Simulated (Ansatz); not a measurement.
CdF2 built on the fluorite prototype, relaxed with r2SCAN in Ansatz 0.2.0. The symmetry is Fm-3m (No. 225, cubic); a = 5.388 Å in the conventional setting, 13.04 Å³ an atom. Cd is surrounded by 8 F at 2.33 Å; F is surrounded by 4 Cd at 2.33 Å.

The axes x, y and z are those of this cell:
```
CELL_PARAMETERS angstrom
0.00000 2.69418 2.69418
2.69418 0.00000 2.69418
2.69418 2.69418 0.00000
ATOMIC_POSITIONS crystal
Cd 0.00000 0.00000 0.00000
F 0.25000 0.25000 0.25000
F 0.75000 0.75000 0.75000
```

Unstrained: PBE gives an indirect gap of 3.100 eV, from W to Γ; the least direct gap is 3.598 eV at Γ. r2SCAN gives an indirect gap of 3.794 eV, from W to Γ; the least direct gap is 4.306 eV at Γ. With HSE06 the valence top lies at W and the conduction bottom at Γ, 5.206 eV higher; the smallest vertical gap, at Γ, is 5.791 eV. Meshes: PBE 8×8×8, r2SCAN 8×8×8, HSE06 6×6×6. Strains are changes of length per length, and xy shears are angles. After each strain the atoms were relaxed again with r2SCAN within the symmetry that the strain leaves, so tilts or polar shifts that break it weren't tested; points keep the names that they have in the unstrained zone. No spin polarisation and no zero-point or thermal motion.

Q: One strain changed the r2SCAN stress by xx +0.77, yy +0.77, zz +1.95 GPa (compression positive) and the gap by +0.030 eV (PBE), +0.031 eV (r2SCAN), +0.035 eV (HSE06). Which kind of strain was it, and roughly how large?

A: Uniaxial -1.0 % along z, other directions held. The pattern of the stress gives the kind; the size needs the stiffness, so it is an estimate.

Q: One strain changed the r2SCAN stress by xx -4.52, yy -1.70, zz -1.70 GPa (compression positive) and the gap by -0.119 eV (PBE), -0.121 eV (r2SCAN), -0.126 eV (HSE06). Which kind of strain was it, and roughly how large?

A: Uniaxial +2.5 % along x, other directions held. The pattern of the stress gives the kind; the size needs the stiffness, so it is an estimate.

Q: Estimate what epitaxial +0.5 % in the plane normal to [111], free normal strain -0.64 % does to the gap.

A: PBE: the gap goes from 3.100 to 3.088 eV (-0.012 eV). r2SCAN: the gap goes from 3.794 to 3.781 eV (-0.013 eV); the edges go from W → Γ to (0.245, -1/2, -1/4) → Γ. HSE06: the gap goes from 5.206 to 5.193 eV (-0.013 eV); the edges go from W → Γ to (0.245, -1/2, -1/4) → Γ. The r2SCAN energy rises by 0.2 meV an atom.

Q: Apply xy shear, engineering strain (angle) +3.0 %. How far does the gap move, against the unstrained cell?

A: PBE: the gap goes from 3.100 to 3.100 eV (0.000 eV); the edges go from W → Γ to (1/4, 0.495, -0.255) → Γ. r2SCAN: the gap goes from 3.794 to 3.793 eV (-0.001 eV); the edges go from W → Γ to (1/4, 0.495, -0.255) → Γ. HSE06: the gap goes from 5.206 to 5.206 eV (0.000 eV); the edges go from W → Γ to (1/4, 0.495, -0.255) → Γ. The r2SCAN energy rises by 0.9 meV an atom.

Q: Apply isotropic -4.0 % on every length. How far does the gap move, against the unstrained cell?

A: PBE: the gap goes from 3.100 to 3.548 eV (+0.448 eV). r2SCAN: the gap goes from 3.794 to 4.248 eV (+0.454 eV). HSE06: the gap goes from 5.206 to 5.700 eV (+0.494 eV). The r2SCAN energy rises by 77.4 meV an atom.

Spin-orbit coupling is left out.

Where an edge lies off the special points, it is a point of the mesh or the k point where a search put PBE's edge or least direct gap, reused for the other functionals, whose own edges may lie a little apart.

Coordinates of k points refer to the reciprocal vectors of the primitive cell of the runs.

The meshes of the hybrids are coarse, so their gaps aren't converged to the digits shown.
